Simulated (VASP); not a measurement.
# Mg (Fm-3m) in VASP: further runs

Runs on Mg. Level: RPBE. Tasks: single point.

Everything below comes from runs of VASP 6.6.1. Logs are shortened: lines on timing, memory, paths and dates and some standing lists are left out, and cuts for length are marked.

## (1) The crystal as given

The structure is cubic, space group Fm-3m (No. 225). The conventional cell has a = 4.572 Å, b = 4.572 Å, c = 4.572 Å, α = 90.00°, β = 90.00°, γ = 90.00°. Around Mg (site symmetry m-3m) lie 12 Mg at 3.23 Å.

This isn't the form of Mg at room conditions, which is hcp.

## (2) Single point, RPBE

INCAR

```
PREC = Accurate
ENCUT = 520
EDIFF = 1E-6
ISMEAR = -1
SIGMA = 0.1
LREAL = F
LASPH = T
NELM = 80
ALGO = Normal
ISIF = 2
LWAVE = F
LCHARG = F
GGA = RP
NBANDS = 7
```

KPOINTS

```
Automatic mesh
0
Gamma
  19 19 19
```

POSCAR

```
Mg
1.0
    0.0000000000      2.2858500929      2.2858500929
    2.2858500929      0.0000000000      2.2858500929
    2.2858500929      2.2858500929      0.0000000000
Mg
1
Direct
    0.0000000000      0.0000000000      0.0000000000
```

Potentials or basis: VASP PAW PBE potentials, release 64 (Mg).

On the command line:

```
$ cat potpaw_PBE.64/Mg/POTCAR > POTCAR
$ mpirun -np 1 vasp_std > vasp.out
```

OUTCAR:

```text
PREC = Accurate
   ENCUT = 520
   EDIFF = 1E-6
   ISMEAR = -1
   LREAL = F
   LASPH = T
   NELM = 80
   ISIF = 2
   GGA = RP

 ion  position               nearest neighbor table
   1  0.000  0.000  0.000-

  LATTYP: Found a face centered cubic cell.
 ALAT       =     4.5717001858

  Lattice vectors:

 A1 = (   0.0000000000,   2.2858500929,   2.2858500929)
 A2 = (   2.2858500929,   0.0000000000,   2.2858500929)
 A3 = (   2.2858500929,   2.2858500929,   0.0000000000)

Analysis of symmetry for initial positions (statically):
=====================================================================
 Subroutine PRICEL returns:
 Original cell was already a primitive cell.

 Routine SETGRP: Setting up the symmetry group for a
 face centered cubic supercell.

 Subroutine GETGRP returns: Found 48 space group operations
 (whereof 48 operations were pure point group operations)
 out of a pool of 48 trial point group operations.

The static configuration has the point symmetry O_h .

Analysis of symmetry for dynamics (positions and initial velocities):
=====================================================================
 Subroutine PRICEL returns:
 Original cell was already a primitive cell.

 Routine SETGRP: Setting up the symmetry group for a
 face centered cubic supercell.

 Subroutine GETGRP returns: Found 48 space group operations
 (whereof 48 operations were pure point group operations)
 out of a pool of 48 trial point group operations.

The dynamic configuration has the point symmetry O_h .

 Subroutine INISYM returns: Found 48 space group operations
 (whereof 48 operations are pure point group operations),
 and found     1 'primitive' translations

----------------------------------------------------------------------------------------

                                     Primitive cell

  volume of cell :      23.8876

  direct lattice vectors                    reciprocal lattice vectors
     0.000000000  2.285850093  2.285850093    -0.218737004  0.218737004  0.218737004
     2.285850093  0.000000000  2.285850093     0.218737004 -0.218737004  0.218737004
     2.285850093  2.285850093  0.000000000     0.218737004  0.218737004 -0.218737004

  length of vectors
     3.232680203  3.232680203  3.232680203     0.378863604  0.378863604  0.378863604

  position of ions in fractional coordinates (direct lattice)
     0.000000000  0.000000000  0.000000000

  ion indices of the primitive-cell ions
   primitive index   ion index
                 1           1

----------------------------------------------------------------------------------------

 KPOINTS: Automatic mesh

Automatic generation of k-mesh.
 Grid dimensions read from file:
 generate k-points for:   19   19   19

 Generating k-lattice:

  Cartesian coordinates                     Fractional coordinates (reciprocal lattice)
    -0.011512474  0.011512474  0.011512474     0.052631579  0.000000000  0.000000000
     0.011512474 -0.011512474  0.011512474     0.000000000  0.052631579  0.000000000
     0.011512474  0.011512474 -0.011512474     0.000000000  0.000000000  0.052631579

  Length of vectors
     0.019940190  0.019940190  0.019940190

  Shift w.r.t. Gamma in fractional coordinates (k-lattice)
     0.000000000  0.000000000  0.000000000

 Subroutine IBZKPT returns following result:
 ===========================================

 Found    220 irreducible k-points:

 Following reciprocal coordinates:
            Coordinates               Weight
  0.000000  0.000000  0.000000      1.000000
  0.052632  0.000000  0.000000      8.000000
  0.105263  0.000000  0.000000      8.000000
  0.157895  0.000000  0.000000      8.000000
  0.210526  0.000000  0.000000      8.000000
  0.263158  0.000000  0.000000      8.000000
[... 16 lines left out ...]
 -0.315789  0.052632  0.000000     24.000000
 -0.263158  0.052632  0.000000     24.000000
 [... further k-points ...]
   k-points           NKPTS =    220   k-points in BZ     NKDIM =    220   number of bands    NBANDS=      7
   number of dos      NEDOS =    301   number of ions     NIONS =      1
   total plane-waves  NPLWV =  13824
   dimension x,y,z NGX =    24 NGY =   24 NGZ =   24
   dimension x,y,z NGXF=    48 NGYF=   48 NGZF=   48
   ions per type =               1
   NGX,Y,Z   is equivalent  to a cutoff of  12.34, 12.34, 12.34 a.u.
   NGXF,Y,Z  is equivalent  to a cutoff of  24.68, 24.68, 24.68 a.u.
 SYSTEM =  unknown system
   PREC   = accura    normal or accurate (medium, high low for compatibility)
   ISTART =      0    job   : 0-new  1-cont  2-samecut
   ICHARG =      2    charge: 1-file 2-atom 10-const
   ISPIN  =      1    spin polarized calculation?
   LNONCOLLINEAR =      F non collinear calculations
   LSORBIT =      F    spin-orbit coupling
   LASPH  =      T    aspherical Exc in radial PAW
   ENCUT  =  520.0 eV  38.22 Ry    6.18 a.u.   6.01  6.01  6.01*2*pi/ulx,y,z
   NELM   =     80;   NELMIN=  2; NELMDL= -5     # of ELM steps
   EDIFF  = 0.1E-05   stopping-criterion for ELM
   LREAL  =      F    real-space projection
   EDIFFG = 0.1E-04   stopping-criterion for IOM
   NSW    =      0    number of steps for IOM
   IBRION =     -1    ionic relax: 0-MD 1-quasi-New 2-CG
   NFREE  =      0    steps in history (QN), initial steepest desc. (CG)
   ISIF   =      2    stress and relaxation
   ISYM   =      2    0-nonsym 1-usesym 2-fastsym
   POTIM  = 0.5000    time-step for ionic-motion
   TEBEG  =    0.0;   TEEND  =   0.0 temperature during run
   PSTRESS=    0.0 pullay stress
   NELECT =       2.0000    total number of electrons
   NUPDOWN=      -1.0000    fix difference up-down
   EMIN   =  10.00;   EMAX   =-10.00  energy-range for DOS
   EFERMI =   0.00;   METHOD = LEGACY
   ISMEAR =    -1;   SIGMA  =   0.10  broadening in eV -4-tet -1-fermi 0-gaus
   EFERMI_NEDOS =   21; number of points for ismear=-14 and -15
   IALGO  =     38    algorithm
   IMIX   =      4    mixing-type and parameters
     AMIX     =   0.40;   BMIX     =  1.00
     AMIX_MAG =   1.60;   BMIX_MAG =  1.00
  volume/ion in A,a.u.               =      23.89       161.20
  Fermi-wavevector in a.u.,A,eV,Ry     =   0.716188  1.353399  6.978773  0.512925
  Thomas-Fermi vector in A             =   1.804544
   LORBIT       =      0    0 simple, 1 ext, 2 COOP (PROOUT), +10 PAW based schemes
   GGA     = RP    functional components
   LHFCALC =     F    Hartree Fock is set to
   AEXX    =    0.0000 exact exchange contribution
   IVDW    =     0    specifies the selected vdW correction
   LEPSILON=     F    determine dielectric tensor
   LRPA    =     F    only Hartree local field effects (RPA)
 non-spin polarized calculation
  energy-cutoff  :      520.00
  volume of cell :       23.89
 maximum number of plane-waves:       655
   NGX = 13   NGY = 13   NGZ = 13

 number of electron       2.0000000 magnetization

 Free energy of the ion-electron system (eV)
  ---------------------------------------------------
  ext. energy  EPLUGINS =         0.00000000
  ---------------------------------------------------
  free energy    TOTEN  =        -1.33555790 eV

  energy without entropy =       -1.32028165  energy(sigma->0) =       -1.32791978

 E-fermi :   2.5056     XC(G=0):  -8.2732

 val. band max:        2.4859650430   @ k =  -0.4211   0.4737   0.0526
 cond. band min:       2.5298417800   @ k =  -0.4211   0.3684   0.0000
 fundamental gap:      0.0438767370
 Fermi energy:         2.5056136485

 k-point     1 :       0.0000    0.0000    0.0000
  band No.  band energies     occupation
      1      -4.2275      2.00000
      2      14.6568      0.00000
      3      14.6568      0.00000
      4      14.6568      0.00000
      5      16.4600      0.00000
      6      16.4600      0.00000
      7      16.4600      0.00000

 k-point     2 :       0.0526    0.0000    0.0000
  band No.  band energies     occupation
      1      -4.1676      2.00000
      2      13.5676      0.00000
      3      14.4972      0.00000
      4      14.4972      0.00000
      5      16.5204      0.00000
      6      16.7220      0.00000
      7      16.7220      0.00000

 k-point     3 :       0.1053    0.0000    0.0000
  band No.  band energies     occupation
      1      -3.9878      2.00000
      2      11.8870      0.00000
      3      14.1779      0.00000
      4      14.1779      0.00000
      5      16.3256      0.00000
      6      17.3468      0.00000
      7      17.3468      0.00000

 k-point     4 :       0.1579    0.0000    0.0000
  band No.  band energies     occupation
      1      -3.6890      2.00000
      2      10.1888      0.00000
      3      13.8641      0.00000
      4      13.8641      0.00000
      5      16.0755      0.00000
      6      18.0914      0.00000
      7      18.0914      0.00000

 k-point     5 :       0.2105    0.0000    0.0000
  band No.  band energies     occupation
      1      -3.2722      2.00000
      2       8.5448      0.00000
      3      13.6134      0.00000
      4      13.6134      0.00000
      5      15.8457      0.00000
      6      17.2852      0.00000
      7      17.2852      0.00000
[... 161 lines left out ...]
 k-point    22 :      -0.3684    0.0526    0.0000
  band No.  band energies     occupation
      1      -1.0011      2.00000
      2       3.7183      0.00001
      3      12.0903      0.00000
      4      13.8675      0.00000
      5      14.5834      0.00000
      6      15.1137      0.00000
      7      16.2661      0.00000

 k-point    23 :      -0.3158    0.0526    0.0000
  band No.  band energies     occupation
      1      -1.7975      2.00000
      2       5.0705      0.00000
      3      12.0469      0.00000
      4      14.1527      0.00000
      5      14.8296      0.00000
      6      15.6485      0.00000
      7      16.2809      0.00000

 k-point    24 :      -0.2632    0.0526    0.0000
  band No.  band energies     occupation
      1      -2.4829      2.00000
      2       6.5172      0.00000
      3      12.1028      0.00000
      4      14.2822      0.00000
      5      15.4259      0.00000
      6      16.0570      0.00000
      7      16.6044      0.00000

 [... further k-points ...]

------------------------ aborting loop because EDIFF is reached ----------------------------------------

  FORCE on cell =-STRESS in cart. coord.  units (eV):
  Direction    XX          YY          ZZ          XY          YZ          ZX
  --------------------------------------------------------------------------------------
  -------------------------------------------------------------------------------------
  Total       -0.0236602     -0.0236602     -0.0236602      0.0000000      0.0000000      0.0000000
  in kB       -1.5869231     -1.5869231     -1.5869231      0.0000000      0.0000000      0.0000000
  external PRESSURE =      -1.5869231 kB  Pullay stress =       0.0000000 kB

 VOLUME and BASIS-vectors are now :
 -----------------------------------------------------------------------------
  energy-cutoff  :      520.00
  volume of cell :       23.89
      direct lattice vectors                 reciprocal lattice vectors
     0.000000000  2.285850093  2.285850093    -0.218737004  0.218737004  0.218737004
     2.285850093  0.000000000  2.285850093     0.218737004 -0.218737004  0.218737004
     2.285850093  2.285850093  0.000000000     0.218737004  0.218737004 -0.218737004

 POSITION                                       TOTAL-FORCE (eV/Angst)
 -----------------------------------------------------------------------------------
      0.00000      0.00000      0.00000         0.000000      0.000000      0.000000
 -----------------------------------------------------------------------------------
    total drift:                               -0.000000      0.000000      0.000000

  FREE ENERGIE OF THE ION-ELECTRON SYSTEM (eV)
  ---------------------------------------------------
  free  energy   TOTEN  =        -1.3355579016 eV

  energy  without entropy=       -1.3202816539  energy(sigma->0) =       -1.32791978
```

Wall time 9.9 s (1 thread of Intel Xeon Platinum 8488C (Sapphire Rapids), shared host); peak memory 0.16 GiB.

Results:

```yaml
Free_energy: -1.3356 eV
Pressure: -0.2 GPa
Band_gap_on_the_k_mesh: none (metal or under the smearing width)
```

Levels at points of the mesh, in eV from the Fermi level:
```
           k point  band 1  band 2  band 3  band 4  band 5
(0.00, 0.00, 0.00)   -6.73   12.15   12.15   12.15   13.95
```

Caveat: the PAW data sets were made with another functional, which shifts forces and pressure a little.

## (3) Single point, RPBE

This run uses another cell than the first one, of 21.98 Å³/atom, 0.920 times its volume.

INCAR

```
PREC = Accurate
ENCUT = 520
EDIFF = 1E-6
ISMEAR = -1
SIGMA = 0.1
LREAL = F
LASPH = T
NELM = 80
ALGO = Fast
ISIF = 2
LWAVE = F
LCHARG = T
GGA = RP
LELF = T
LVHAR = T
NBANDS = 7
```

KPOINTS

```
regular mesh
0
Gamma
  13 13 13
```

POSCAR

```
Mg
1.0
    0.0000000000      2.2231922588      2.2231922588
    2.2231922588      0.0000000000      2.2231922588
    2.2231922588      2.2231922588      0.0000000000
Mg
1
Direct
    0.0000000000      0.0000000000      0.0000000000
```

Potentials or basis: VASP PAW PBE potentials, release 64 (Mg).

On the command line:

```
$ cat potpaw_PBE.64/Mg/POTCAR > POTCAR
$ mpirun -np 1 vasp_std > vasp.out
```

Run time: 4.8 s. Hardware: 1 thread of Intel Xeon Platinum 8488C (Sapphire Rapids), shared host; peak memory 0.14 GiB.

The run converged. Its results:

```
Free energy            : -1.3192 eV
Pressure               : 3.1 GPa
Band gap on the k mesh : none (metal or under the smearing width)
```

Levels at points of the mesh, in eV from the Fermi level:
| k point | band 1 | band 2 | band 3 | band 4 |
| --- | --- | --- | --- | --- |
| (0.00, 0.00, 0.00) | -7.10 | 12.67 | 12.67 | 12.67 |

Caveat: the PAW data sets were made with another functional, which shifts forces and pressure a little.
